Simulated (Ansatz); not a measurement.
**AlFe (Pm-3m): electronic heat capacity from the density of states**

Computed with Ansatz 0.2.0, DFT PBEsol, scalar-relativistic, plane waves, PAW.

Plane waves to 420 eV, a k mesh through Γ of 14×14×14 on the computed 2-atom cell and Gaussian smearing (0.10 eV); collinear spin from starting moments 0 0.75 μB.

Relaxed cell: Pm-3m, a = 2.845 Å, b = 2.845 Å, c = 2.845 Å, α = 90.00°, β = 90.00°, γ = 90.00°, 2 atoms in the primitive cell. Whether it is the stable form of this composition wasn't checked.

The density of states at the Fermi level is 2.052 states/eV in the cell of 2 atoms (1 formula unit; both spins, tetrahedra on a 21×21×21 mesh). The run ends with a moment of 0.66 μB a cell (largest on a site 0.68 μB), and the figure is for this state; a paramagnetic sample can have a quite different one. Another magnetic order, if the compound takes it, can change N(E_F) and the shape of the cell a good deal.

**Question.** What Sommerfeld coefficient does this give?

**Answer.** Per formula unit N(E_F) = 2.052 states/eV. γ = (π²/3) k_B² N(E_F) N_A = 2.357 mJ/(mol K²) per state/eV, so γ = 4.8 mJ/(mol K²), a mole of formula units. This is the bare band result: a measured γ of the same phase and magnetic order is as a rule larger by a factor 1 + λ from phonons and spin fluctuations. N(E_F) at one energy is sensitive to the mesh where the density of states has sharp peaks.

Only parallel moments were tried here.

Only this magnetic start was tried.